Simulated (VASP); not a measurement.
Write the native input for VASP 6.6.1 that does the following.

```yaml
Task: relaxation of cell and atoms
Functional: PBE
Dispersion: D3(BJ)
Potentials_or_basis: VASP PAW PBE potentials, release 64 (K_sv, Ta_pv, O)
Cutoff: 600 eV
k_mesh: 8 × 8 × 8
Occupations: gaussian, width 0.03 eV
Spin: no spin polarisation
Further_INCAR_settings: ALGO = Normal; EDIFF = 1e-07; IBRION = 2; EDIFFG = -0.005; NSW = 90; ISIF = 3
```

The structure of KTaO3 lies in POSCAR:

```
KTaO3                                   
1.0
    4.0070192152      0.0000000000      0.0000000000
    0.0000000000      4.0070192152      0.0000000000
   -0.0000000000     -0.0000000000      4.0070192152
  K               Ta              O             
     1     1     3
Direct
     0.5000000000000000    0.5000000000000000    0.5000000000000000
     0.0000000000000000    0.0000000000000000    0.0000000000000000
     0.5000000000000000    0.0000000000000000    0.0000000000000000
     0.0000000000000000    0.5000000000000000    0.0000000000000000
     0.0000000000000000    0.0000000000000000    0.5000000000000000
```

These files were run (other wordings do the same):

INCAR

```
SYSTEM = KTaO3
PREC = Accurate
ENCUT = 600
EDIFF = 1E-7
ISMEAR = 0
SIGMA = 0.03
LREAL = .FALSE.
LASPH = .TRUE.
NELM = 80
ALGO = Normal
ISIF = 3
LWAVE = .FALSE.
LCHARG = .FALSE.
GGA = PE
IVDW = 12
IBRION = 2
NSW = 90
EDIFFG = -0.005
```

KPOINTS

```
regular mesh
0
G
  8 8 8
  0 0 0
```

Potentials or basis: VASP PAW PBE potentials, release 64 (K_sv, Ta_pv, O).

Command:

```bash
$ cat potpaw_PBE.64/K_sv/POTCAR potpaw_PBE.64/Ta_pv/POTCAR potpaw_PBE.64/O/POTCAR > POTCAR
$ mpirun -np 1 vasp_std > vasp.out
```

Results of the run:

| Quantity | Value |
| --- | --- |
| Pressure after relaxing | 0.0 GPa |
| Band gap on the k mesh | 2.15 eV, indirect (least direct gap 2.77 eV) |
| Dispersion energy per atom | -0.233 eV |

Caveat: the relaxation stopped at its first step, so nothing moved; spin-orbit coupling is left out, which moves the levels of the heavy elements.

Run time: 20 s on 1 thread of Intel(R) Xeon(R) 6975P-C (Granite Rapids), with other jobs on the host, peak memory 0.23 GiB.
